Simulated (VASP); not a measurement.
**CsH under changes of volume**

One of the cells (32.996 Å³/atom); the others are scaled copies at fixed shape and fractional positions:

```
Cs H
1.0
     0.00000    3.20739    3.20739
     3.20739    0.00000    3.20739
     3.20739    3.20739    0.00000
Cs H
1 1
Direct
  0.00000 0.00000 0.00000
  0.50000 0.50000 0.50000
```

| Property | Result |
| --- | --- |
| Program | VASP 6.6.1 |
| Functional | HSE06 |
| Potentials or basis | VASP PAW PBE potentials, release 64 (Cs_sv, H) |
| Cutoff | 520 eV |
| k mesh | 6 × 6 × 6 |
| Occupations | gaussian, width 0.02 eV |
| Spin | no spin polarisation |

```csv
volume (Å³/atom),energy over the lowest point (meV/atom),pressure (GPa),gap on the mesh (eV)
31.676,?,?,?
32.336,0.35,0.2,3.27
32.996,0.00,0.0,3.29
33.655,0.43,-0.2,3.30
34.315,1.57,-0.4,3.32
```

What does the run at 31.676 Å³/atom give?

Energy over the lowest point 1.56 meV/atom; pressure 0.4 GPa; gap on the mesh 3.24 eV.

Worked out: A Birch-Murnaghan fit of order 2 (a polynomial in V^(-2/3)) to the other rows has its minimum at 32.95 Å³/atom with B0 = V·E''(V) = 9.5 GPa. It gives 1.57 meV/atom at 31.676 Å³/atom, against the run's 1.56, and -dE/dV = 0.4 GPa, against 0.4. A straight line through the other rows of the gap, of slope 0.808 eV per unit of ln V (its deformation potential), extrapolates to 3.25 eV, against the run's 3.24.

Energies are extrapolated to zero smearing.

Caveats: the PAW data sets were made with another functional, which shifts forces and pressure a little; spin-orbit coupling is left out, which moves the levels of the heavy elements.

A mesh can miss the band edges.
